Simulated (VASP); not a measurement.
# ZnS (P6_3mc) in VASP: relaxation of cell and atoms with PBE

Aim: the relaxation of cell and atoms of ZnS with PBE.

Program: VASP 6.6.1. These are calculated values, not measurements. Logs are shortened: lines on timing, memory, paths and dates and some standing lists are left out, and cuts for length are marked.

**1. Starting point**

Symmetry: P6_3mc, No. 186, hexagonal system. Conventional cell: a = 3.811 Å, b = 3.811 Å, c = 6.234 Å, α = 90.00°, β = 90.00°, γ = 120.00°. Zn (site symmetry 3m) is surrounded by 4 S at 2.31 to 2.40 Å. S (site symmetry 3m) has 4 Zn at 2.31 to 2.40 Å as nearest neighbours.

**2. Relaxation of cell and atoms, PBE**

INCAR

```
PREC     = Accurate       # precision mode
ENCUT    = 600            # plane-wave cutoff, eV
EDIFF    = 1E-7           # SCF threshold, eV
ISMEAR   = 0              # smearing method
SIGMA    = 0.02           # smearing width, eV
LREAL    = F              # projectors in reciprocal space
LASPH    = T              # aspherical terms in the spheres
NELM     = 100            # most SCF steps
ALGO     = Normal         # electronic algorithm
ISIF     = 3              # what is computed and relaxed
LWAVE    = F              # write WAVECAR
LCHARG   = F              # write CHGCAR
GGA      = PE             # functional
IBRION   = 2              # ionic algorithm
NSW      = 80             # ionic steps
EDIFFG   = -0.004         # ionic threshold
```

KPOINTS

```
regular mesh
0
Gamma
  9 9 6
```

POSCAR

```
ZnS
1.0
    3.8110000000      0.0000000000      0.0000000000
   -1.9055000000      3.3004228100      0.0000000000
    0.0000000000      0.0000000000      6.2340000000
Zn S
2 2
Direct
    0.3333333300      0.6666666700      0.0000000000
    0.6666666700      0.3333333300      0.5000000000
    0.3333333300      0.6666666700      0.3850000000
    0.6666666700      0.3333333300      0.8850000000
```

Potentials or basis: VASP PAW PBE potentials, release 64 (Zn, S).

The run is started by

```bash
$ cat potpaw_PBE.64/Zn/POTCAR potpaw_PBE.64/S/POTCAR > POTCAR
$ mpirun -np 1 vasp_std > vasp.out
```

OUTCAR:

```text
PREC = Accurate
   ENCUT = 600
   EDIFF = 1E-7
   ISMEAR = 0
   LREAL = F
   LASPH = T
   NELM = 100
   ISIF = 3
   GGA = PE
   IBRION = 2
   NSW = 80
   EDIFFG = -0.004

 ion  position               nearest neighbor table
   1  0.333  0.667  0.000-   4 2.31   4 2.31   4 2.31   3 2.40
   2  0.667  0.333  0.500-   3 2.31   3 2.31   3 2.31   4 2.40
   3  0.333  0.667  0.385-   2 2.31   2 2.31   2 2.31   1 2.40
   4  0.667  0.333  0.885-   1 2.31   1 2.31   1 2.31   2 2.40

  LATTYP: Found a hexagonal cell.
 ALAT       =     3.8110000000
 C/A-ratio  =     1.6357911309

  Lattice vectors:

 A1 = (   3.8110000000,   0.0000000000,   0.0000000000)
 A2 = (  -1.9055000000,   3.3004228100,   0.0000000000)
 A3 = (   0.0000000000,   0.0000000000,   6.2340000000)

Analysis of symmetry for initial positions (statically):
=====================================================================
 Subroutine PRICEL returns:
 Original cell was already a primitive cell.

 Routine SETGRP: Setting up the symmetry group for a
 hexagonal supercell.

 Subroutine GETGRP returns: Found 12 space group operations
 (whereof  6 operations were pure point group operations)
 out of a pool of 24 trial point group operations.

The static configuration has the point symmetry C_3v.
 The point group associated with its full space group is C_6v.

Analysis of symmetry for dynamics (positions and initial velocities):
=====================================================================
 Subroutine PRICEL returns:
 Original cell was already a primitive cell.

 Routine SETGRP: Setting up the symmetry group for a
 hexagonal supercell.

 Subroutine GETGRP returns: Found 12 space group operations
 (whereof  6 operations were pure point group operations)
 out of a pool of 24 trial point group operations.

The dynamic configuration has the point symmetry C_3v.
 The point group associated with its full space group is C_6v.

 Subroutine INISYM returns: Found 12 space group operations
 (whereof  6 operations are pure point group operations),
 and found     1 'primitive' translations

----------------------------------------------------------------------------------------

                                     Primitive cell

  volume of cell :      78.4107

  direct lattice vectors                    reciprocal lattice vectors
     3.811000000  0.000000000  0.000000000     0.262398321  0.151495741  0.000000000
    -1.905500000  3.300422810  0.000000000     0.000000000  0.302991482  0.000000000
     0.000000000  0.000000000  6.234000000     0.000000000  0.000000000  0.160410651

  length of vectors
     3.811000000  3.810999997  6.234000000     0.302991482  0.302991482  0.160410651

  position of ions in fractional coordinates (direct lattice)
     0.333333330  0.666666670  0.000000000
     0.666666670  0.333333330  0.500000000
     0.333333330  0.666666670  0.385000000
     0.666666670  0.333333330  0.885000000

  ion indices of the primitive-cell ions
   primitive index   ion index
                 1           1
                 2           2
                 3           3
                 4           4

----------------------------------------------------------------------------------------

 KPOINTS: regular mesh

Automatic generation of k-mesh.
 Grid dimensions read from file:
 generate k-points for:    9    9    6

 Generating k-lattice:

  Cartesian coordinates                     Fractional coordinates (reciprocal lattice)
     0.029155369  0.016832860  0.000000000     0.111111111  0.000000000  0.000000000
     0.000000000  0.033665720  0.000000000     0.000000000  0.111111111  0.000000000
     0.000000000  0.000000000  0.026735109     0.000000000  0.000000000  0.166666667

  Length of vectors
     0.033665720  0.033665720  0.026735109

  Shift w.r.t. Gamma in fractional coordinates (k-lattice)
     0.000000000  0.000000000  0.000000000

 Subroutine IBZKPT returns following result:
 ===========================================

 Found     48 irreducible k-points:

 Following reciprocal coordinates:
            Coordinates               Weight
  0.000000  0.000000  0.000000      1.000000
  0.111111 -0.000000  0.000000      6.000000
  0.222222 -0.000000  0.000000      6.000000
  0.333333  0.000000  0.000000      6.000000
  0.444444 -0.000000  0.000000      6.000000
  0.111111  0.111111  0.000000      6.000000
[... 16 lines left out ...]
  0.333333  0.222222  0.166667     24.000000
  0.333333  0.333333  0.166667      4.000000
 [... further k-points ...]
   k-points           NKPTS =     48   k-points in BZ     NKDIM =     48   number of bands    NBANDS=     22
   number of dos      NEDOS =    301   number of ions     NIONS =      4
   total plane-waves  NPLWV =  45000
   dimension x,y,z NGX =    30 NGY =   30 NGZ =   50
   dimension x,y,z NGXF=    60 NGYF=   60 NGZF=  100
   ions per type =               2   2
   NGX,Y,Z   is equivalent  to a cutoff of  13.09, 13.09, 13.33 a.u.
   NGXF,Y,Z  is equivalent  to a cutoff of  26.17, 26.17, 26.67 a.u.
 SYSTEM =  unknown system
   PREC   = accura    normal or accurate (medium, high low for compatibility)
   ISTART =      0    job   : 0-new  1-cont  2-samecut
   ICHARG =      2    charge: 1-file 2-atom 10-const
   ISPIN  =      1    spin polarized calculation?
   LNONCOLLINEAR =      F non collinear calculations
   LSORBIT =      F    spin-orbit coupling
   LASPH  =      T    aspherical Exc in radial PAW
   ENCUT  =  600.0 eV  44.10 Ry    6.64 a.u.   7.61  7.61 12.45*2*pi/ulx,y,z
   NELM   =    100;   NELMIN=  2; NELMDL= -5     # of ELM steps
   EDIFF  = 0.1E-06   stopping-criterion for ELM
   LREAL  =      F    real-space projection
   EDIFFG = -.4E-02   stopping-criterion for IOM
   NSW    =     80    number of steps for IOM
   IBRION =      2    ionic relax: 0-MD 1-quasi-New 2-CG
   NFREE  =      1    steps in history (QN), initial steepest desc. (CG)
   ISIF   =      3    stress and relaxation
   ISYM   =      2    0-nonsym 1-usesym 2-fastsym
   POTIM  = 0.5000    time-step for ionic-motion
   TEBEG  =    0.0;   TEEND  =   0.0 temperature during run
   PSTRESS=    0.0 pullay stress
   NELECT =      36.0000    total number of electrons
   NUPDOWN=      -1.0000    fix difference up-down
   EMIN   =  10.00;   EMAX   =-10.00  energy-range for DOS
   EFERMI =   0.00;   METHOD = LEGACY
   ISMEAR =     0;   SIGMA  =   0.02  broadening in eV -4-tet -1-fermi 0-gaus
   EFERMI_NEDOS =   21; number of points for ismear=-14 and -15
   IALGO  =     38    algorithm
   IMIX   =      4    mixing-type and parameters
     AMIX     =   0.40;   BMIX     =  1.00
     AMIX_MAG =   1.60;   BMIX_MAG =  1.00
  volume/ion in A,a.u.               =      19.60       132.29
  Fermi-wavevector in a.u.,A,eV,Ry     =   1.262943  2.386617 21.701647  1.595026
  Thomas-Fermi vector in A             =   2.396326
   LORBIT       =      0    0 simple, 1 ext, 2 COOP (PROOUT), +10 PAW based schemes
   GGA     = PE    functional components
   LHFCALC =     F    Hartree Fock is set to
   AEXX    =    0.0000 exact exchange contribution
   IVDW    =     0    specifies the selected vdW correction
   LEPSILON=     F    determine dielectric tensor
   LRPA    =     F    only Hartree local field effects (RPA)
 conjugate gradient relaxation of ions
 non-spin polarized calculation
 Gauss-broadening in eV      SIGMA  =   0.02
  energy-cutoff  :      600.00
  volume of cell :       78.41
 maximum number of plane-waves:      2639
   NGX = 15   NGY = 15   NGZ = 25

--------------------------------------- Ionic step        1  -------------------------------------------

 number of electron      36.0000045 magnetization

 Free energy of the ion-electron system (eV)
  ---------------------------------------------------
  ext. energy  EPLUGINS =         0.00000000
  ---------------------------------------------------
  free energy    TOTEN  =       -13.65417757 eV

  energy without entropy =      -13.65417757  energy(sigma->0) =      -13.65417757

------------------------ aborting loop because EDIFF is reached ----------------------------------------

  FORCE on cell =-STRESS in cart. coord.  units (eV):
  Direction    XX          YY          ZZ          XY          YZ          ZX
  --------------------------------------------------------------------------------------
  -------------------------------------------------------------------------------------
  Total        1.5567724      1.5567724      0.5490809      0.0000000      0.0000000      0.0000000
  in kB       31.8097587     31.8097586     11.2194498      0.0000000      0.0000000      0.0000000
  external PRESSURE =      24.9463224 kB  Pullay stress =       0.0000000 kB
[... 95 lines left out ...]
  FREE ENERGIE OF THE ION-ELECTRON SYSTEM (eV)
  ---------------------------------------------------
  free  energy   TOTEN  =       -13.6870458634 eV

  energy  without entropy=      -13.6870458634  energy(sigma->0) =      -13.68704586

[... ionic steps 4 to 7 ...]

--------------------------------------- Ionic step        8  -------------------------------------------

 number of electron      36.0000016 magnetization

------------------------ aborting loop because EDIFF is reached ----------------------------------------

  FORCE on cell =-STRESS in cart. coord.  units (eV):
  Direction    XX          YY          ZZ          XY          YZ          ZX
  --------------------------------------------------------------------------------------
  -------------------------------------------------------------------------------------
  Total        0.0167054      0.0167054     -0.0248849      0.0000000     -0.0000000      0.0000000
  in kB        0.3308415      0.3308415     -0.4928308      0.0000000     -0.0000000      0.0000000
  external PRESSURE =       0.0562840 kB  Pullay stress =       0.0000000 kB
[... 61 lines left out ...]
  energy  without entropy=      -13.6933379494  energy(sigma->0) =      -13.69333795

--------------------------------------- Ionic step       10  -------------------------------------------

 number of electron      36.0000017 magnetization

 Free energy of the ion-electron system (eV)
  ---------------------------------------------------
  ext. energy  EPLUGINS =         0.00000000
  ---------------------------------------------------
  free energy    TOTEN  =       -13.69334134 eV

  energy without entropy =      -13.69334134  energy(sigma->0) =      -13.69334134

 E-fermi :   1.9866     XC(G=0):  -9.5058

 val. band max:        1.8932414969   @ k =   0.0000   0.0000   0.0000
 cond. band min:       3.9648977740   @ k =   0.0000   0.0000   0.0000
 fundamental gap:      2.0716562771
 Fermi energy:         1.9865853743

 k-point     1 :       0.0000    0.0000    0.0000
  band No.  band energies     occupation
      1     -11.0991      2.00000
      2     -10.2144      2.00000
      3      -4.3547      2.00000
      4      -4.3429      2.00000
      5      -4.3429      2.00000
      6      -4.2651      2.00000
[... 574 lines left out ...]
      6      -4.0518      2.00000
[... 14 lines left out ...]
     21       7.3413      0.00000
     22       9.4837      0.00000

 [... further k-points ...]

------------------------ aborting loop because EDIFF is reached ----------------------------------------

  FORCE on cell =-STRESS in cart. coord.  units (eV):
  Direction    XX          YY          ZZ          XY          YZ          ZX
  --------------------------------------------------------------------------------------
  -------------------------------------------------------------------------------------
  Total       -0.0077526     -0.0077526     -0.0115338      0.0000000      0.0000000      0.0000000
  in kB       -0.1534938     -0.1534938     -0.2283579      0.0000000      0.0000000      0.0000000
  external PRESSURE =      -0.1784485 kB  Pullay stress =       0.0000000 kB
[... 19 lines left out ...]
  FREE ENERGIE OF THE ION-ELECTRON SYSTEM (eV)
  ---------------------------------------------------
  free  energy   TOTEN  =       -13.6933413407 eV

  energy  without entropy=      -13.6933413407  energy(sigma->0) =      -13.69334134

 reached required accuracy - stopping structural energy minimisation
```

It took 3.8 min on 1 thread of Intel Xeon 6975P-C (Granite Rapids), shared host; peak memory 0.26 GiB.

Results:

- Free energy: -13.6933 eV
- Relaxed volume: 20.23 Å³/atom
- Relaxed cell: a = 3.848 Å, b = 3.848 Å, c = 6.311 Å, α = 90.00°, β = 90.00°, γ = 120.00°
- Space group after relaxing (to 0.05 Å): P6_3mc (No. 186)
- Energy gained by relaxing: 9.8 meV/atom
- Ionic steps: 10
- Pressure after relaxing: 0.0 GPa
- Band gap on the k mesh: 2.07 eV, direct

Step by step:
| step | energy change (eV) | largest force (eV/Å) | pressure (GPa) | volume (Å³) |
| --- | --- | --- | --- | --- |
| 1 | 0.0000 | 0.3226 | 2.49 | 78.41 |
| 2 | -0.0315 | 0.0915 | -0.81 | 81.92 |
| 3 | -0.0329 | 0.1289 | -0.26 | 81.30 |
| 4 | -0.0329 | 0.1253 | -0.34 | 81.36 |
| 5 | -0.0361 | 0.0673 | -0.14 | 81.10 |
| 6 | -0.0376 | 0.0013 | 0.08 | 80.84 |
| 7 | -0.0390 | 0.0133 | 0.02 | 80.88 |
| 8 | -0.0391 | 0.0177 | 0.01 | 80.90 |
| 9 | -0.0392 | 0.0044 | 0.00 | 80.92 |
| 10 | -0.0392 | 0.0003 | -0.02 | 80.92 |

Final structure:
```
Zn S
1.0
     3.84787    0.00000    0.00000
    -1.92394    3.33236    0.00000
     0.00000    0.00000    6.31093
Zn S
2 2
Direct
  0.33333 0.66667 0.00525
  0.66667 0.33333 0.50525
  0.33333 0.66667 0.37975
  0.66667 0.33333 0.87975
```

PBE usually gives volumes a little too large and moduli too small. Zero-point motion and thermal expansion aren't in these numbers.
